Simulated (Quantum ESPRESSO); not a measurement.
A run of Quantum ESPRESSO 7.5 is set up as follows.

Contents of pw.in:

```
&CONTROL
  calculation = 'scf'
  prefix = 'pwscf'
  outdir = './tmp'
  pseudo_dir = './pseudo'
  tprnfor = .true.
  tstress = .true.
  disk_io = 'low'
/
&SYSTEM
  ibrav = 0
  celldm(1) = 8
  nat = 3
  ntyp = 2
  ecutwfc = 56
  ecutrho = 448
  nbnd = 18
  occupations = 'smearing'
  smearing = 'fd'
  degauss = 0.00367493
/
&ELECTRONS
  conv_thr = 6d-10
  electron_maxstep = 120
  mixing_beta = 0.5
/
ATOMIC_SPECIES
W    183.8400 w_pbesol_v1.2.uspp.F.UPF
Si    28.0850 si_pbesol_v1.uspp.F.UPF
CELL_PARAMETERS alat
 -0.3795751137076   0.3795751137076   0.9247729114505
  0.3795751137076  -0.3795751137076   0.9247729114505
  0.3795751137076   0.3795751137076  -0.9247729114505
ATOMIC_POSITIONS crystal
W      0.0000000000    0.0000000000    0.0000000000
Si     0.6653000000    0.6653000000    0.0000000000
Si     0.3347000000    0.3347000000    0.0000000000
K_POINTS automatic
12 12 12 0 0 0
```

Contents of pp_density.in:

```
&INPUTPP
  prefix = 'pwscf'
  outdir = './tmp'
  filplot = 'density.dat'
  plot_num = 0
/
&PLOT
  nfile = 1
  filepp(1) = 'density.dat'
  iflag = 3
  output_format = 6
  fileout = 'density.cube'
/
```

pp_potential.in

```
&INPUTPP
  prefix = 'pwscf'
  outdir = './tmp'
  filplot = 'potential.dat'
  plot_num = 11
/
&PLOT
  nfile = 1
  filepp(1) = 'potential.dat'
  iflag = 3
  output_format = 6
  fileout = 'potential.cube'
/
```

Potentials or basis: GBRV 1.5 PBEsol.

Command:

```bash
$ OMP_NUM_THREADS=1 mpirun -n 2 pw.x -nk 2 -in pw.in > pw.out
$ OMP_NUM_THREADS=1 mpirun -n 1 pp.x -in pp_density.in > pp_density.out
$ OMP_NUM_THREADS=1 mpirun -n 1 pp.x -in pp_potential.in > pp_potential.out
```

Problem. What does it give for the band gap on the k mesh?

Solution. None (metal or under the smearing width).

Problem. Predict the largest force.

Solution. 0.027 eV/Å.

Problem. Predict the pressure.

Solution. -1.9 GPa.

Forces on the atoms (eV/Å):
```
W    0.000  0.000  0.000
Si   0.000  0.000  0.027
Si   0.000  0.000 -0.027
```

Spin-orbit coupling is left out, which matters for the levels of W.
